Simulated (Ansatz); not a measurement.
# Rhodium, hcp under m-r²SCAN: structure, energy and stiffness, part 2 of 2

What does m-r²SCAN give for rhodium in the hcp structure? We relax it, solve it on a dense k-mesh, then scale the cell to 7 volumes from 88 to 112 % of the relaxed one and try a fit of the equation of state. The start is ferromagnetic. The k-meshes are 13×13×7 for the relaxation; 22×22×12 for the dense run; 22×22×12 for the volumes.

Ansatz 0.2.0; DFT, m-r2SCAN, plane waves (500 eV) with PAW, scalar-relativistic. Earlier steps stand in the parts before.

### 5 At 92 % of the relaxed volume

This is Rh in the hcp structure; at room conditions it is fcc.

File input.yaml:

```yaml
crystal:
  lattice:
    - [2.6271780937, 0.0, 0.0]
    - [-1.3135890468, 2.2752029694, 0.0]
    - [0.0, 0.0, 4.2385607237]
  atoms:
    - { symbol: Rh, position: [0.3333333333, 0.6666666667, 0.25], spin: 1.0 }
    - { symbol: Rh, position: [0.6666666667, 0.3333333333, 0.75], spin: 1.0 }
hamiltonian:
  xc: mr2scan
  pseudopotentials:
    kind: paw
    azcp:
      Rh: "pseudopotentials/Rh.paw.azcp"
basis:
  ecutwfc: 500
  fft_grid_basis: typed
kpoints:
  mp_grid: { grid: [22, 22, 12], shift: [0, 0, 0] }
magnetization:
  spin_polarized: true
scf:
  occupations: { method: fermi_dirac, width: 0.05 }
output:
  stress: true
```

The log of the run, cut to the lines that bear on the results:

```text
Warning: RAYON_NUM_THREADS=2 ignored (pool sized by the plan → 2); use --threads N
[...]
Pseudopotentials: kind: paw
Pseudopotential: Rh, paw, valence charge 17, recommended cutoff 500 eV (meta_gga), <dir>
Functional definition: m-r2SCAN
[...]
Crystal: 2 atoms, lattice volume = 25.335 Å³
Basis set: ecut = 500 eV, 639 PW (Γ), exchange–correlation on 80×80×128 points (64 copies of the dense FFT grid, shifted against one another)
Bands: 22, of which v1, the nominal top of the filled ones, is band 17 counted from 1 (16 counted from 0)
Symmetry: 24 space group operations
Space group: P63/mmc (ITA 194), of the structure as read, at distance tolerance 2.9e-5 Å
Magnetic group: BNS 194.263 (UNI 1493), of the structure as read, at distance tolerance 2.9e-5 Å
k-points: 364 of 5808
[...]
Starting moments: Σ|m| = 2 μB on 2 of 2 sites
[...]
WARN: the starting moments were not kept: the SCF closed with an absolute magnetisation of 4.7e-6 μB, where they sum to 2 μB in size (2 sites). That is at most 0.1 of that sum. Measured as dr2_m measures the in/out step, that magnetisation stands 6.5e-12 eV from none, at or under the [...]
this state was not tested for a lower state beside it, because the mixer in use, unlike msr1, does not test its closes by its own steps (another_mixer; see scf.mixing.algorithm and scf.lower_state_search)
SCF converged after 18 iterations
Magnetization: -0.0000 μB (17.0000 up, 17.0000 down)
Absolute magnetization: 0.0000 μB (∫|ρ↑−ρ↓|, with the PAW one-centre terms)
Spin contamination: 0.0000 ħ² per cell (⟨S²⟩ above its minimum at these occupations)
Per-site moments (μB) at R_I (Å): [(-2.2509347519555233e-6, 1.0750384320691928), (-2.250934751859391e-6, 1.0750384320691928)]
Free energy (F): -12830.285892 eV
[...]
E sigma→0 (E₀):  -12830.274957 eV
Entropy (-TS):   -0.021870 eV (-10.935 meV/atom)
Fermi energy:    24.786712 eV
[...]
--- Stress (GPa, compression-positive) ---
       28.473478       0.000000       0.000000
        0.000000      28.473478       0.000000
        0.000000       0.000000      29.288822
  P = ⅓ Tr σ = 28.7453 GPa (287.453 kbar)
```

Wall time 36 s (2 threads of an Arm CPU, shared host); peak memory 0.65 GiB.

### 6 At 96 % of the relaxed volume

Changes to input.yaml since step 5:

```diff
@@ -2,5 +2,5 @@
   lattice:
-    - [2.6271780937, 0.0, 0.0]
-    - [-1.3135890468, 2.2752029694, 0.0]
-    - [0.0, 0.0, 4.2385607237]
+    - [2.6647142806, 0.0, 0.0]
+    - [-1.3323571403, 2.3077102609, 0.0]
+    - [0.0, 0.0, 4.299119773]
   atoms:
```

The log of the run, cut to the lines that bear on the results:

```text
Warning: RAYON_NUM_THREADS=2 ignored (pool sized by the plan → 2); use --threads N
[...]
[... 3 set-up lines as earlier in the session ...]
[...]
Crystal: 2 atoms, lattice volume = 26.437 Å³
Basis set: ecut = 500 eV, 687 PW (Γ), exchange–correlation on 80×80×128 points (64 copies of the dense FFT grid, shifted against one another)
Bands: 22, of which v1, the nominal top of the filled ones, is band 17 counted from 1 (16 counted from 0)
[... 2 set-up lines as earlier in the session ...]
Magnetic group: BNS 194.263 (UNI 1493), of the structure as read, at distance tolerance 3.0e-5 Å
k-points: 364 of 5808
[...]
Starting moments: Σ|m| = 2 μB on 2 of 2 sites
[...]
WARN: the starting moments were not kept: the SCF closed with an absolute magnetisation of 8.6e-7 μB, where they sum to 2 μB in size (2 sites). That is at most 0.1 of that sum. Measured as dr2_m measures the in/out step, that magnetisation stands 9.3e-14 eV from none, at or under the [...]
this state was not tested for a lower state beside it, because the mixer in use, unlike msr1, does not test its closes by its own steps (another_mixer; see scf.mixing.algorithm and scf.lower_state_search)
SCF converged after 18 iterations
Magnetization: 0.0000 μB (17.0000 up, 17.0000 down)
Absolute magnetization: 0.0000 μB (∫|ρ↑−ρ↓|, with the PAW one-centre terms)
Spin contamination: 0.0000 ħ² per cell (⟨S²⟩ above its minimum at these occupations)
Per-site moments (μB) at R_I (Å): [(4.161945249334328e-9, 1.0903981991348897), (4.161945273992968e-9, 1.0903981991348897)]
Free energy (F): -12830.425703 eV
[...]
E sigma→0 (E₀):  -12830.413868 eV
Entropy (-TS):   -0.023671 eV (-11.835 meV/atom)
Fermi energy:    23.477148 eV
[...]
--- Stress (GPa, compression-positive) ---
       12.464649      -0.000000       0.000000
       -0.000000      12.464649       0.000000
        0.000000       0.000000      12.814239
  P = ⅓ Tr σ = 12.5812 GPa (125.812 kbar)
```

Run time: 37 s. Hardware: 2 threads of an Arm CPU, shared host; peak memory 0.66 GiB.

### 7 At 100 % of the relaxed volume

Changes to input.yaml since step 6:

```diff
@@ -2,5 +2,5 @@
   lattice:
-    - [2.6647142806, 0.0, 0.0]
-    - [-1.3323571403, 2.3077102609, 0.0]
-    - [0.0, 0.0, 4.299119773]
+    - [2.7012217525, 0.0, 0.0]
+    - [-1.3506108762, 2.339326659, 0.0]
+    - [0.0, 0.0, 4.3580191438]
   atoms:
```

The log of the run, cut to the lines that bear on the results:

```text
Warning: RAYON_NUM_THREADS=2 ignored (pool sized by the plan → 2); use --threads N
[...]
[... 3 set-up lines as earlier in the session ...]
[...]
Crystal: 2 atoms, lattice volume = 27.538 Å³
Basis set: ecut = 500 eV, 699 PW (Γ), exchange–correlation on 80×80×128 points (64 copies of the dense FFT grid, shifted against one another)
Bands: 22, of which v1, the nominal top of the filled ones, is band 17 counted from 1 (16 counted from 0)
[... 2 set-up lines as earlier in the session ...]
Magnetic group: BNS 194.263 (UNI 1493), of the structure as read, at distance tolerance 3.0e-5 Å
k-points: 364 of 5808
[...]
Starting moments: Σ|m| = 2 μB on 2 of 2 sites
[...]
WARN: the starting moments were not kept: the SCF closed with an absolute magnetisation of 9.1e-6 μB, where they sum to 2 μB in size (2 sites). That is at most 0.1 of that sum. Measured as dr2_m measures the in/out step, that magnetisation stands 2.5e-11 eV from none, at or under the [...]
this state was not tested for a lower state beside it, because the mixer in use, unlike msr1, does not test its closes by its own steps (another_mixer; see scf.mixing.algorithm and scf.lower_state_search)
SCF converged after 17 iterations
Magnetization: 0.0000 μB (17.0000 up, 17.0000 down)
Absolute magnetization: 0.0000 μB (∫|ρ↑−ρ↓|, with the PAW one-centre terms)
Spin contamination: 0.0000 ħ² per cell (⟨S²⟩ above its minimum at these occupations)
Per-site moments (μB) at R_I (Å): [(4.413859257478032e-6, 1.1053370171298247), (4.413859257525396e-6, 1.1053370171298247)]
Free energy (F): -12830.466920 eV
[...]
E sigma→0 (E₀):  -12830.454148 eV
Entropy (-TS):   -0.025544 eV (-12.772 meV/atom)
Fermi energy:    22.273024 eV
[...]
--- Stress (GPa, compression-positive) ---
       -0.067384       0.000000       0.000000
       -0.000000      -0.067384       0.000000
        0.000000       0.000000      -0.086330
  P = ⅓ Tr σ = -0.0737 GPa (-0.737 kbar)
```

It took 36 s on 2 threads of an Arm CPU, shared host; peak memory 0.67 GiB.

### 8 At 104 % of the relaxed volume

Changes to input.yaml since step 7:

```diff
@@ -2,5 +2,5 @@
   lattice:
-    - [2.7012217525, 0.0, 0.0]
-    - [-1.3506108762, 2.339326659, 0.0]
-    - [0.0, 0.0, 4.3580191438]
+    - [2.7367682204, 0.0, 0.0]
+    - [-1.3683841102, 2.3701108031, 0.0]
+    - [0.0, 0.0, 4.4153680776]
   atoms:
```

The log of the run, cut to the lines that bear on the results:

```text
Warning: RAYON_NUM_THREADS=2 ignored (pool sized by the plan → 2); use --threads N
[...]
[... 3 set-up lines as earlier in the session ...]
[...]
Crystal: 2 atoms, lattice volume = 28.640 Å³
Basis set: ecut = 500 eV, 713 PW (Γ), exchange–correlation on 80×80×144 points (64 copies of the dense FFT grid, shifted against one another)
Bands: 22, of which v1, the nominal top of the filled ones, is band 17 counted from 1 (16 counted from 0)
[... 1 set-up line as earlier in the session ...]
Space group: P63/mmc (ITA 194), of the structure as read, at distance tolerance 3.1e-5 Å
Magnetic group: BNS 194.263 (UNI 1493), of the structure as read, at distance tolerance 3.1e-5 Å
k-points: 364 of 5808
[...]
Starting moments: Σ|m| = 2 μB on 2 of 2 sites
[...]
WARN: the starting moments were not kept: the SCF closed with an absolute magnetisation of 9.6e-6 μB, where they sum to 2 μB in size (2 sites). That is at most 0.1 of that sum. Measured as dr2_m measures the in/out step, that magnetisation stands 2.8e-11 eV from none, at or under the [...]
this state was not tested for a lower state beside it, because the mixer in use, unlike msr1, does not test its closes by its own steps (another_mixer; see scf.mixing.algorithm and scf.lower_state_search)
SCF converged after 17 iterations
Magnetization: 0.0000 μB (17.0000 up, 17.0000 down)
Absolute magnetization: 0.0000 μB (∫|ρ↑−ρ↓|, with the PAW one-centre terms)
Spin contamination: 0.0000 ħ² per cell (⟨S²⟩ above its minimum at these occupations)
Per-site moments (μB) at R_I (Å): [(4.676407188909512e-6, 1.1198825932984569), (4.6764071889355945e-6, 1.1198825932984569)]
Free energy (F): -12830.431031 eV
[...]
E sigma→0 (E₀):  -12830.417285 eV
Entropy (-TS):   -0.027492 eV (-13.746 meV/atom)
Fermi energy:    21.162613 eV
[...]
--- Stress (GPa, compression-positive) ---
       -9.852386      -0.000000       0.000000
        0.000000      -9.852386       0.000000
        0.000000       0.000000     -10.165493
  P = ⅓ Tr σ = -9.9568 GPa (-99.568 kbar)
```

It took 40 s on 2 threads of an Arm CPU, shared host; peak memory 0.69 GiB.

### 9 At 108 % of the relaxed volume

Changes to input.yaml since step 8:

```diff
@@ -2,5 +2,5 @@
   lattice:
-    - [2.7367682204, 0.0, 0.0]
-    - [-1.3683841102, 2.3701108031, 0.0]
-    - [0.0, 0.0, 4.4153680776]
+    - [2.7714145341, 0.0, 0.0]
+    - [-1.385707267, 2.400115391, 0.0]
+    - [0.0, 0.0, 4.4712647466]
   atoms:
```

The log of the run, cut to the lines that bear on the results:

```text
Warning: RAYON_NUM_THREADS=2 ignored (pool sized by the plan → 2); use --threads N
[...]
[... 3 set-up lines as earlier in the session ...]
[...]
Crystal: 2 atoms, lattice volume = 29.742 Å³
Basis set: ecut = 500 eV, 725 PW (Γ), exchange–correlation on 96×96×144 points (64 copies of the dense FFT grid, shifted against one another)
Bands: 22, of which v1, the nominal top of the filled ones, is band 17 counted from 1 (16 counted from 0)
[... 2 set-up lines as earlier in the session ...]
Magnetic group: BNS 194.263 (UNI 1493), of the structure as read, at distance tolerance 3.1e-5 Å
k-points: 364 of 5808
[...]
Starting moments: Σ|m| = 2 μB on 2 of 2 sites
[...]
WARN: the starting moments were not kept: the SCF closed with an absolute magnetisation of 3.5e-7 μB, where they sum to 2 μB in size (2 sites). That is at most 0.1 of that sum. Measured as dr2_m measures the in/out step, that magnetisation stands 4.2e-14 eV from none, at or under the [...]
this state was not tested for a lower state beside it, because the mixer in use, unlike msr1, does not test its closes by its own steps (another_mixer; see scf.mixing.algorithm and scf.lower_state_search)
SCF converged after 18 iterations
Magnetization: 0.0000 μB (17.0000 up, 17.0000 down)
Absolute magnetization: 0.0000 μB (∫|ρ↑−ρ↓|, with the PAW one-centre terms)
Spin contamination: 0.0000 ħ² per cell (⟨S²⟩ above its minimum at these occupations)
Per-site moments (μB) at R_I (Å): [(1.4837070374990673e-7, 1.1340598273572102), (1.483707040785479e-7, 1.1340598273572102)]
Free energy (F): -12830.335037 eV
[...]
E sigma→0 (E₀):  -12830.320284 eV
Entropy (-TS):   -0.029507 eV (-14.753 meV/atom)
Fermi energy:    20.135821 eV
[...]
--- Stress (GPa, compression-positive) ---
      -17.458036       0.000000       0.000000
        0.000000     -17.458036       0.000000
        0.000000       0.000000     -18.007587
  P = ⅓ Tr σ = -17.6412 GPa (-176.412 kbar)
```

It took 43 s on 2 threads of an Arm CPU, shared host; peak memory 0.73 GiB.

### 10 At 112 % of the relaxed volume

Changes to input.yaml since step 9:

```diff
@@ -2,5 +2,5 @@
   lattice:
-    - [2.7714145341, 0.0, 0.0]
-    - [-1.385707267, 2.400115391, 0.0]
-    - [0.0, 0.0, 4.4712647466]
+    - [2.8052156036, 0.0, 0.0]
+    - [-1.4026078018, 2.4293879758, 0.0]
+    - [0.0, 0.0, 4.52579774]
   atoms:
```

The log of the run, cut to the lines that bear on the results:

```text
Warning: RAYON_NUM_THREADS=2 ignored (pool sized by the plan → 2); use --threads N
[...]
[... 3 set-up lines as earlier in the session ...]
[...]
Crystal: 2 atoms, lattice volume = 30.843 Å³
Basis set: ecut = 500 eV, 785 PW (Γ), exchange–correlation on 96×96×144 points (64 copies of the dense FFT grid, shifted against one another)
Bands: 22, of which v1, the nominal top of the filled ones, is band 17 counted from 1 (16 counted from 0)
[... 2 set-up lines as earlier in the session ...]
Magnetic group: BNS 194.263 (UNI 1493), of the structure as read, at distance tolerance 3.1e-5 Å
k-points: 364 of 5808
[...]
Starting moments: Σ|m| = 2 μB on 2 of 2 sites
[...]
WARN: the starting moments were not kept: the SCF closed with an absolute magnetisation of 1.0e-5 μB, where they sum to 2 μB in size (2 sites). That is at most 0.1 of that sum. Measured as dr2_m measures the in/out step, that magnetisation stands 3.5e-11 eV from none, at or under the [...]
this state was not tested for a lower state beside it, because the mixer in use, unlike msr1, does not test its closes by its own steps (another_mixer; see scf.mixing.algorithm and scf.lower_state_search)
SCF converged after 17 iterations
Magnetization: -0.0000 μB (17.0000 up, 17.0000 down)
Absolute magnetization: 0.0000 μB (∫|ρ↑−ρ↓|, with the PAW one-centre terms)
Spin contamination: 0.0000 ħ² per cell (⟨S²⟩ above its minimum at these occupations)
Per-site moments (μB) at R_I (Å): [(-5.056180407958682e-6, 1.1478911884053258), (-5.0561804082068565e-6, 1.1478911884053258)]
Free energy (F): -12830.192453 eV
[...]
E sigma→0 (E₀):  -12830.176665 eV
Entropy (-TS):   -0.031576 eV (-15.788 meV/atom)
Fermi energy:    19.183815 eV
[...]
--- Stress (GPa, compression-positive) ---
      -23.331696       0.000000       0.000000
       -0.000000     -23.331696       0.000000
        0.000000       0.000000     -24.066055
  P = ⅓ Tr σ = -23.5765 GPa (-235.765 kbar)
```

It took 44 s on 2 threads of an Arm CPU, shared host; peak memory 0.75 GiB.

### 11 Energy and pressure against volume

All volumes keep the relaxed shape and fractional coordinates.

| V (Å³/atom) | E − E₀ (meV/atom) | P from the stress (GPa) | P from the fit (GPa) |
| --- | --- | --- | --- |
| 12.117 | 222.0 | 49.38 | 49.34 |
| 12.668 | 89.6 | 28.75 | 28.60 |
| 13.218 | 20.1 | 12.58 | 12.43 |
| 13.769 | 0.0 | -0.07 | -0.21 |
| 14.320 | 18.4 | -9.96 | -10.08 |
| 14.871 | 66.9 | -17.64 | -17.79 |
| 15.422 | 138.7 | -23.58 | -23.79 |

Fit (Birch-Murnaghan, third order): V₀ = 13.759 Å³/atom, B₀ = 280 GPa, B₀′ = 5.2, largest residual 0.06 meV/atom.

Fit and stress differ a little: one follows E(σ → 0), the other the smeared free energy.

### 12 Results

This closing draws on all 2 parts.

| quantity | value |
| --- | --- |
| space group (spins left aside) | P6_3/mmc (No. 194) |
| conventional cell | a = 2.701 Å, c = 4.358 Å (c/a = 1.613) |
| volume | 13.769 Å³/atom |
| shortest distance | 2.680 Å |
| gap on the mesh | none (levels filled in part) |
| magnetic state | non-magnetic |
| relative to fcc | +47 meV/atom |
| V₀, B₀, B₀′ | 13.759 Å³/atom, 280 GPa, 5.2 |

What this shows: The relaxation enlarged the cell by 0.1 % in volume. Against the reference form of rhodium (fcc, computed apart with the same settings) it stands 47 meV/atom higher. The moments die out: the run ends non-magnetic. Levels at the Fermi energy are filled in part, as in a metal. B₀ comes out at 280 GPa; letting shape and positions relax at each volume could only lower it. The symmetry was held, so the structure may be unstable against distortions that break it.
